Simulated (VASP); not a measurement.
## InP (strained zincblende): one r²SCAN single-point calculation in two programs

```yaml
crystal:
  lattice:
    - [0.00000, 2.95379, 3.01286]
    - [2.95379, 0.00000, 3.01286]
    - [2.95379, 2.95379, 0.00000]
  atoms:
    - { symbol: In, position: [0.00000, 0.00000, 0.00000] }
    - { symbol: P, position: [0.25000, 0.25000, 0.25000] }
```

Each program uses its own PAW datasets. VASP's cell holds 18 valence electrons and Ansatz's 18. Ansatz's stress includes a Pulay correction; VASP's doesn't.

Cutoffs: 520 eV in VASP, 500 eV in Ansatz. k meshes: 8×8×8 and 8×8×8.

```
                               VASP    Ansatz
gap between bands v and c   0.88 eV   0.88 eV
         least direct gap   0.88 eV   0.88 eV
                 pressure  -1.4 GPa  -1.3 GPa
```

Band v is the last that the valence electrons fill when counted band by band, and c is the next. Levels in eV from the top of v, Ansatz:

```csv
point,v−1,v,c,c+1
Γ,0.00,0.00,0.88,4.38
X,-2.22,-2.22,2.12,2.62
K,-3.24,-1.96,2.57,4.56
L,-1.04,-0.91,1.70,5.05
W,-2.91,-2.84,4.57,4.62
```

VASP:

```tsv
point	v−1	v	c	c+1
Γ	0.00	0.00	0.88	4.39
X	-2.22	-2.22	2.12	2.63
K	-3.24	-1.96	2.57	4.58
L	-1.04	-0.91	1.71	5.06
W	-2.91	-2.84	4.58	4.63
```
